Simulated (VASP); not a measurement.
# Ga4As3P (Cm) in VASP: a series of runs

Aim: see how the results for Ga4As3P move with the level of theory and the settings. Levels: LDA, r2SCAN. Tasks: relaxation of cell and atoms.

Everything below comes from runs of VASP 6.6.1. Logs are shortened: lines on timing, memory, paths and dates and some standing lists are left out, and cuts for length are marked.

### 1 The crystal as given

The structure is monoclinic, space group Cm (No. 8). Conventional cell: a = 13.310 Å, b = 4.013 Å, c = 6.951 Å, α = 90.00°, β = 100.02°, γ = 90.00°. Ga (site symmetry m) is surrounded by 3 As at 2.46 Å and 1 P at 2.46 Å. Ga (site symmetry m) has 3 As at 2.46 Å and 1 P at 2.46 Å as nearest neighbours. Ga (site symmetry m) is surrounded by 4 As at 2.46 Å. Ga (site symmetry m) has 2 As at 2.46 Å and 2 P at 2.46 Å as nearest neighbours. Around As (site symmetry m) lie 4 Ga at 2.46 Å. Around As (site symmetry m) lie 4 Ga at 2.46 Å. As (site symmetry m) is surrounded by 4 Ga at 2.46 Å. Around P (site symmetry m) lie 4 Ga at 2.46 Å.

The cell comes from a database or a generator and needn't be the stable form of this composition.

### 2 Relaxation of cell and atoms, LDA

File INCAR:

```
PREC = Accurate
ENCUT = 300
EDIFF = 1E-7
ISMEAR = 0
SIGMA = 0.02
LREAL = False
LASPH = True
NELM = 100
ALGO = Fast
ISIF = 3
LWAVE = False
LCHARG = False
GGA = CA
IBRION = 2
NSW = 40
EDIFFG = -0.005
KPAR = 2
```

File KPOINTS:

```
regular mesh
0
Gamma
  4 4 2
```

File POSCAR:

```
Ga4As3P
1.0
   -2.8377714100      2.8377714100      0.0000000000
   -2.8377714100     -5.6755428200      2.8377714100
    2.8377714100      2.8377714100      5.6755428200
Ga As P
4 3 1
Direct
    0.0000000000      0.0000000000      0.0000000000
    0.7500000000      0.5000000000      0.2500000000
    0.5000000000      0.0000000000      0.5000000000
    0.2500000000      0.5000000000      0.7500000000
    0.5625000000      0.1250000000      0.1875000000
    0.3125000000      0.6250000000      0.4375000000
    0.0625000000      0.1250000000      0.6875000000
    0.8125000000      0.6250000000      0.9375000000
```

Potentials or basis: VASP PAW LDA potentials, release 64 (Ga_d, As, P).

Launch:

```console
cat potpaw_LDA.64/Ga_d/POTCAR potpaw_LDA.64/As/POTCAR potpaw_LDA.64/P/POTCAR > POTCAR
mpirun -np 2 vasp_std > vasp.out
```

OUTCAR:

```text
PREC = Accurate
   ENCUT = 300
   EDIFF = 1E-7
   ISMEAR = 0
   LREAL = False
   LASPH = True
   NELM = 100
   ISIF = 3
   GGA = CA
   IBRION = 2
   NSW = 40
   EDIFFG = -0.005

 ion  position               nearest neighbor table
   1  0.000  0.000  0.000-   5 2.46   5 2.46   7 2.46   8 2.46
   2  0.750  0.500  0.250-   6 2.46   5 2.46   6 2.46   8 2.46
   3  0.500  0.000  0.500-   7 2.46   5 2.46   6 2.46   7 2.46
   4  0.250  0.500  0.750-   8 2.46   6 2.46   7 2.46   8 2.46
   5  0.562  0.125  0.188-   1 2.46   2 2.46   3 2.46   1 2.46
   6  0.312  0.625  0.438-   2 2.46   3 2.46   4 2.46   2 2.46
   7  0.062  0.125  0.688-   1 2.46   3 2.46   4 2.46   3 2.46
   8  0.812  0.625  0.938-   1 2.46   2 2.46   4 2.46   4 2.46

  LATTYP: Found a base centered monoclinic cell.
 ALAT       =    13.3103277442
 B/A-ratio  =     0.3015113446
 C/A-ratio  =     0.5222329679
 COS(beta)  =    -0.1740776560

  Lattice vectors:

 A1 = (  -5.6755428200,  -2.8377714100,   2.8377714100)
 A2 = (  -2.8377714100,  -5.6755428200,   2.8377714100)
 A3 = (   2.8377714100,   2.8377714100,   5.6755428200)

Analysis of symmetry for initial positions (statically):
=====================================================================
 Subroutine PRICEL returns:
 Original cell was already a primitive cell.

 Routine SETGRP: Setting up the symmetry group for a
 base centered monoclinic supercell.

 Subroutine GETGRP returns: Found  2 space group operations
 (whereof  2 operations were pure point group operations)
 out of a pool of  4 trial point group operations.

The static configuration has the point symmetry C_1h.

Analysis of symmetry for dynamics (positions and initial velocities):
=====================================================================
 Subroutine PRICEL returns:
 Original cell was already a primitive cell.

 Routine SETGRP: Setting up the symmetry group for a
 base centered monoclinic supercell.

 Subroutine GETGRP returns: Found  2 space group operations
 (whereof  2 operations were pure point group operations)
 out of a pool of  4 trial point group operations.

The dynamic configuration has the point symmetry C_1h.

 Subroutine INISYM returns: Found  2 space group operations
 (whereof  2 operations are pure point group operations),
 and found     1 'primitive' translations

----------------------------------------------------------------------------------------

                                     Primitive cell

  volume of cell :     182.8194

  direct lattice vectors                    reciprocal lattice vectors
    -2.837771410  2.837771410  0.000000000    -0.220243251  0.132145950  0.044048650
    -2.837771410 -5.675542820  2.837771410    -0.088097300 -0.088097300  0.088097300
     2.837771410  2.837771410  5.675542820     0.044048650  0.044048650  0.132145950

  length of vectors
     4.013214815  6.951091961  6.951091961     0.260595329  0.152589000  0.146092845

  position of ions in fractional coordinates (direct lattice)
     0.000000000  0.000000000  0.000000000
     0.750000000  0.500000000  0.250000000
     0.500000000  0.000000000  0.500000000
     0.250000000  0.500000000  0.750000000
     0.562500000  0.125000000  0.187500000
     0.312500000  0.625000000  0.437500000
     0.062500000  0.125000000  0.687500000
     0.812500000  0.625000000  0.937500000

  ion indices of the primitive-cell ions
   primitive index   ion index
                 1           1
                 2           2
                 3           3
                 4           4
                 5           5
                 6           6
                 7           7
                 8           8

----------------------------------------------------------------------------------------

 KPOINTS: regular mesh

Automatic generation of k-mesh.
 Grid dimensions read from file:
 generate k-points for:    4    4    2

 Generating k-lattice:

  Cartesian coordinates                     Fractional coordinates (reciprocal lattice)
    -0.055060813  0.033036488  0.011012163     0.250000000 -0.000000000  0.000000000
    -0.022024325 -0.022024325  0.022024325     0.000000000  0.250000000  0.000000000
     0.022024325  0.022024325  0.066072975     0.000000000 -0.000000000  0.500000000

  Length of vectors
     0.065148832  0.038147250  0.073046423

  Shift w.r.t. Gamma in fractional coordinates (k-lattice)
     0.000000000  0.000000000  0.000000000

 Subroutine IBZKPT returns following result:
 ===========================================

 Found     14 irreducible k-points:

 Following reciprocal coordinates:
            Coordinates               Weight
  0.000000  0.000000  0.000000      1.000000
  0.250000 -0.000000 -0.000000      4.000000
  0.500000 -0.000000 -0.000000      2.000000
  0.000000  0.250000 -0.000000      2.000000
  0.250000  0.250000 -0.000000      4.000000
  0.500000  0.250000 -0.000000      2.000000
  0.000000  0.500000 -0.000000      1.000000
  0.000000 -0.000000  0.500000      1.000000
  0.250000 -0.000000  0.500000      4.000000
  0.500000 -0.000000  0.500000      2.000000
  0.000000  0.250000  0.500000      2.000000
  0.250000  0.250000  0.500000      4.000000
  0.500000  0.250000  0.500000      2.000000
  0.000000  0.500000  0.500000      1.000000
   k-points           NKPTS =     14   k-points in BZ     NKDIM =     14   number of bands    NBANDS=     43
   number of dos      NEDOS =    301   number of ions     NIONS =      8
   total plane-waves  NPLWV =  38400
   dimension x,y,z NGX =    24 NGY =   40 NGZ =   40
   dimension x,y,z NGXF=    48 NGYF=   80 NGZF=   80
   ions per type =               4   3   1
   NGX,Y,Z   is equivalent  to a cutoff of   9.94,  9.57,  9.57 a.u.
   NGXF,Y,Z  is equivalent  to a cutoff of  19.88, 19.13, 19.13 a.u.
 SYSTEM =  unknown system
   PREC   = accura    normal or accurate (medium, high low for compatibility)
   ISTART =      0    job   : 0-new  1-cont  2-samecut
   ICHARG =      2    charge: 1-file 2-atom 10-const
   ISPIN  =      1    spin polarized calculation?
   LNONCOLLINEAR =      F non collinear calculations
   LSORBIT =      F    spin-orbit coupling
   LASPH  =      T    aspherical Exc in radial PAW
   ENCUT  =  300.0 eV  22.05 Ry    4.70 a.u.   5.67  9.82  9.82*2*pi/ulx,y,z
   NELM   =    100;   NELMIN=  2; NELMDL= -5     # of ELM steps
   EDIFF  = 0.1E-06   stopping-criterion for ELM
   LREAL  =      F    real-space projection
   EDIFFG = -.5E-02   stopping-criterion for IOM
   NSW    =     40    number of steps for IOM
   IBRION =      2    ionic relax: 0-MD 1-quasi-New 2-CG
   NFREE  =      1    steps in history (QN), initial steepest desc. (CG)
   ISIF   =      3    stress and relaxation
   ISYM   =      2    0-nonsym 1-usesym 2-fastsym
   POTIM  = 0.5000    time-step for ionic-motion
   TEBEG  =    0.0;   TEEND  =   0.0 temperature during run
   PSTRESS=    0.0 pullay stress
   NELECT =      72.0000    total number of electrons
   NUPDOWN=      -1.0000    fix difference up-down
   EMIN   =  10.00;   EMAX   =-10.00  energy-range for DOS
   EFERMI =   0.00;   METHOD = LEGACY
   ISMEAR =     0;   SIGMA  =   0.02  broadening in eV -4-tet -1-fermi 0-gaus
   EFERMI_NEDOS =   21; number of points for ismear=-14 and -15
   IALGO  =     68    algorithm
   IMIX   =      4    mixing-type and parameters
     AMIX     =   0.40;   BMIX     =  1.00
     AMIX_MAG =   1.60;   BMIX_MAG =  1.00
  volume/ion in A,a.u.               =      22.85       154.22
  Fermi-wavevector in a.u.,A,eV,Ry     =   1.199992  2.267656 19.592120  1.439980
  Thomas-Fermi vector in A             =   2.335840
   LORBIT       =      0    0 simple, 1 ext, 2 COOP (PROOUT), +10 PAW based schemes
   GGA     = CA    functional components
   LHFCALC =     F    Hartree Fock is set to
   AEXX    =    0.0000 exact exchange contribution
   IVDW    =     0    specifies the selected vdW correction
   LEPSILON=     F    determine dielectric tensor
   LRPA    =     F    only Hartree local field effects (RPA)
 conjugate gradient relaxation of ions
 non-spin polarized calculation
 RMM-DIIS sequential band-by-band and
 Gauss-broadening in eV      SIGMA  =   0.02
  energy-cutoff  :      300.00
  volume of cell :      182.82
 maximum number of plane-waves:      2165
 NGX is ok and might be reduce to    24
   NGX = 11   NGY = 19   NGZ = 19

--------------------------------------- Ionic step        1  -------------------------------------------

 number of electron      71.9999988 magnetization

 Free energy of the ion-electron system (eV)
  ---------------------------------------------------
  ext. energy  EPLUGINS =         0.00000000
  ---------------------------------------------------
  free energy    TOTEN  =       -38.94537953 eV

  energy without entropy =      -38.94537953  energy(sigma->0) =      -38.94537953

 E-fermi :   3.7440     XC(G=0):  -9.8023

 val. band max:        3.6152679498   @ k =   0.0000   0.0000   0.0000
 cond. band min:       3.9581793284   @ k =   0.0000   0.0000   0.0000
 fundamental gap:      0.3429113786
 Fermi energy:         3.7440314025

 k-point     1 :       0.0000    0.0000    0.0000
  band No.  band energies     occupation
      1     -11.3030      2.00000
      2     -11.2978      2.00000
      3     -11.2488      2.00000
      4     -11.2196      2.00000
      5     -11.2185      2.00000
      6     -11.2089      2.00000
[... 752 lines left out ...]
  FREE ENERGIE OF THE ION-ELECTRON SYSTEM (eV)
  ---------------------------------------------------
  free  energy   TOTEN  =       -39.1412131056 eV

  energy  without entropy=      -39.1412131056  energy(sigma->0) =      -39.14121311

[... ionic steps 4 to 21 ...]

--------------------------------------- Ionic step       22  -------------------------------------------

 number of electron      72.0000037 magnetization

------------------------ aborting loop because EDIFF is reached ----------------------------------------

  FORCE on cell =-STRESS in cart. coord.  units (eV):
  Direction    XX          YY          ZZ          XY          YZ          ZX
  --------------------------------------------------------------------------------------
  -------------------------------------------------------------------------------------
  Total        0.0249489      0.0249489      0.0230464     -0.0011168     -0.0007776     -0.0007777
  in kB        0.2334186      0.2334186      0.2156190     -0.0104487     -0.0072755     -0.0072760
  external PRESSURE =       0.2274854 kB  Pullay stress =       0.0000000 kB
[... 69 lines left out ...]
  energy  without entropy=      -39.1714228164  energy(sigma->0) =      -39.17142282

--------------------------------------- Ionic step       24  -------------------------------------------

 number of electron      72.0000037 magnetization

 Free energy of the ion-electron system (eV)
  ---------------------------------------------------
  ext. energy  EPLUGINS =         0.00000000
  ---------------------------------------------------
  free energy    TOTEN  =       -39.17142843 eV

  energy without entropy =      -39.17142843  energy(sigma->0) =      -39.17142843

 E-fermi :   4.4346     XC(G=0): -10.0906

 val. band max:        4.2864298145   @ k =   0.0000   0.0000   0.0000
 cond. band min:       5.0701952254   @ k =   0.0000   0.0000   0.0000
 fundamental gap:      0.7837654109
 Fermi energy:         4.4346174512

 k-point     1 :       0.0000    0.0000    0.0000
  band No.  band energies     occupation
      1     -10.8130      2.00000
      2     -10.7972      2.00000
      3     -10.7657      2.00000
      4     -10.7263      2.00000
      5     -10.7083      2.00000
      6     -10.6841      2.00000
[... 668 lines left out ...]
  FREE ENERGIE OF THE ION-ELECTRON SYSTEM (eV)
  ---------------------------------------------------
  free  energy   TOTEN  =       -39.1714284286 eV

  energy  without entropy=      -39.1714284286  energy(sigma->0) =      -39.17142843

 reached required accuracy - stopping structural energy minimisation
```

It took 4.7 min on 2 MPI ranks of Intel Xeon Platinum 8488C (Sapphire Rapids), shared host; peak memory 0.19 GiB.

The run converged, but some of its settings lie outside the range that counts as converged, so its numbers aren't taken as properties of the crystal.

Results:

```yaml
Free_energy: -39.1714 eV
Relaxed_volume: 21.41 Å³/atom
Relaxed_cell: a = 3.950 Å, b = 6.800 Å, c = 6.771 Å, α = 99.77°, β = 90.00°, γ = 106.88°
Space_group_after_relaxing_to_0.05_Å: Cm (No. 8)
Energy_gained_by_relaxing: 28.3 meV/atom
Ionic_steps: 24
Largest_force_after_relaxing: 0.003 eV/Å
Band_gap_on_the_k_mesh: 0.78 eV, direct
```

Caveat: the k mesh is coarse (spacing up to 0.46 Å⁻¹), so the values aren't converged; the cutoff is under 1.25 times the usual one of these potentials, so pressure, stress and relaxed cells hold a basis-set (Pulay) error.

### 3 Relaxation of cell and atoms, r2SCAN

File INCAR:

```
SYSTEM = Ga4As3P
  ALGO = Normal
  EDIFF = 1E-7
  EDIFFG = -0.005
  ENCUT = 600
  IBRION = 2
  ISIF = 3
  ISMEAR = 0
  KPAR = 2
  LASPH = .TRUE.
  LCHARG = .FALSE.
  LMIXTAU = .TRUE.
  LREAL = .FALSE.
  LWAVE = .FALSE.
  METAGGA = R2SCAN
  NELM = 100
  NSW = 60
  PREC = Accurate
  SIGMA = 0.02
```

File KPOINTS:

```
k-points
0
G
  7 7 4
  0 0 0
```

POSCAR is that of step 2.

Potentials or basis: VASP PAW PBE potentials, release 64 (Ga_d, As, P).

Launch:

```console
cat potpaw_PBE.64/Ga_d/POTCAR potpaw_PBE.64/As/POTCAR potpaw_PBE.64/P/POTCAR > POTCAR
mpirun -np 2 vasp_std > vasp.out
```

Wall time 2.3 h (2 MPI ranks of AMD EPYC 9R14 (Zen 4), shared host); peak memory 0.67 GiB.

Results (log left out):

| Property | Result |
| --- | --- |
| Free energy | -102.5921 eV |
| Relaxed volume | 22.09 Å³/atom |
| Relaxed cell | a = 3.968 Å, b = 6.872 Å, c = 6.874 Å, α = 99.60°, β = 90.00°, γ = 106.78° |
| Space group after relaxing (to 0.05 Å) | Cm (No. 8) |
| Energy gained by relaxing | 12.8 meV/atom |
| Ionic steps | 17 |
| Pressure after relaxing | 0.0 GPa |
| Largest force after relaxing | 0.005 eV/Å |
| Band gap on the k mesh | 1.23 eV, direct |

Forces on the atoms (eV/Å):
```
Ga   0.002  0.002 -0.002
Ga   0.002  0.002  0.000
Ga  -0.002 -0.002  0.004
Ga  -0.002 -0.002  0.000
As  -0.001 -0.001  0.003
As   0.003  0.003  0.001
As   0.002  0.002 -0.003
P   -0.003 -0.003 -0.001
```

The path:
```csv
step,energy change (eV),largest force (eV/Å),pressure (GPa),volume (Å³)
1,0.0000,0.6557,-2.26,182.82
2,-0.0765,0.3420,1.11,174.41
3,-0.0782,0.3863,0.64,175.45
4,-0.0974,0.1288,0.26,176.23
5,-0.0999,0.1326,0.06,176.66
6,-0.0999,0.1318,0.07,176.63
7,-0.1013,0.0477,-0.06,176.94
8,-0.1014,0.0397,-0.15,177.14
9,-0.1015,0.0368,-0.13,177.08
10,-0.1018,0.0261,0.06,176.64
11,-0.1018,0.0273,0.05,176.68
12,-0.1019,0.0200,0.03,176.71
13,-0.1020,0.0218,0.01,176.75
14,-0.1020,0.0078,-0.02,176.82
15,-0.1020,0.0079,-0.03,176.83
16,-0.1020,0.0055,0.03,176.72
17,-0.1020,0.0049,0.02,176.74
```

Final structure:
```
Ga As P
1.0
    -2.80615    2.80615    0.00000
    -2.80542   -5.61158    2.80492
     2.80645    2.80645    5.61221
Ga As P
4 3 1
Direct
  0.99499 0.98998 0.99880
  0.75121 0.50242 0.24298
  0.50133 0.00265 0.49994
  0.25246 0.50491 0.75811
  0.56180 0.12360 0.18465
  0.31263 0.62526 0.43778
  0.06336 0.12672 0.69048
  0.81223 0.62446 0.93726
```

Levels at points of the mesh, in eV from the valence-band top:
```csv
k point,band 33,band 34,band 35,band 36,band 37,band 38,band 39,band 40
"(0.00, 0.00, 0.00)",-1.18,-0.05,-0.02,0.00,1.23,1.47,2.40,2.67
"(0.00, 0.00, 0.50)",-1.29,-1.23,-1.11,-1.08,2.49,2.92,2.98,3.00
```

Caveat: the PAW data sets were made with another functional, which shifts forces and pressure a little; an odd mesh through Γ misses points on the zone boundary, where band edges often lie.
